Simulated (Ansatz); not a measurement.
CdS (Greenockite): band structure with PBEsol

**The experiment to reproduce.**

From “Isotope dependence of band-gap energy”, 2008, arxiv:0807.2152, for a bulk crystal of CdS: band gap 2.5809 ± 0.0002 eV.

Crystal: CdS (Greenockite).

```
CELL_PARAMETERS angstrom
4.15000 0.00000 0.00000
-2.07500 3.59401 0.00000
0.00000 0.00000 6.73700
ATOMIC_POSITIONS crystal
Cd 0.66667 0.33333 0.50000
Cd 0.33333 0.66667 0.00000
S 0.66667 0.33333 0.87500
S 0.33333 0.66667 0.37500
```

```
Program             : Ansatz 0.2.0
Task                : band structure
Functional          : PBEsol
Potentials or basis : all-electron LAPW, scalar-relativistic
Cutoff              : 227 eV (chosen from the basis error)
Basis error allowed : 0.002 eV/atom
k mesh              : 7 × 7 × 4
Occupations         : fermi-dirac, width 0.05 eV
Spin                : no spin polarisation
```

The pressure is -1.0 GPa, the largest force is 0.065 eV/Å and the band gap on the k mesh is 1.06 eV, direct. The band gap along the path is 1.06 eV, direct.

Forces on the atoms (eV/Å):
```
Cd   0.000  0.000 -0.065
Cd   0.000  0.000 -0.065
S    0.000  0.000  0.065
S    0.000  0.000  0.065
```

Stress tensor (GPa, compression positive):
```
-1.14  0.00  0.00
 0.00 -1.14  0.00
 0.00  0.00 -0.57
```

Levels at the corners of the path, in eV from the valence-band top:
```
point  band 32  band 33  band 34  band 35  band 36  band 37
    Γ    -0.04     0.00     0.00     1.06     2.67     6.36
    M    -1.88    -1.31    -0.74     3.60     3.76     4.98
    K    -1.86    -1.86    -1.62     4.50     5.00     5.00
    Γ    -0.04     0.00     0.00     1.06     2.67     6.36
    A    -0.40    -0.40    -0.40     2.73     2.73     6.04
    L    -1.34    -1.33    -1.33     3.35     3.35     5.27
    H    -2.42    -1.12    -1.12     4.28     4.28     5.95
    A    -0.40    -0.40    -0.40     2.73     2.73     6.04
```

Run time: 17 s on 2 threads of Intel(R) Xeon(R) CPU @ 2.60GHz (Ice Lake), on a shared host, peak memory 0.42 GiB.

Against the measured gap of CdS, 2.5809 eV (quoted in “Isotope dependence of band-gap energy”, 2008, arxiv:0807.2152), the calculated 1.06 eV is off by -1.52 eV. So large a miss can be the level of theory's own, or it may mean another phase, state or a wrong row. Spin-orbit coupling on Cd is left out. The value is that of PBEsol, without temperature or zero-point motion. Semilocal functionals fall short of measured gaps as a rule.
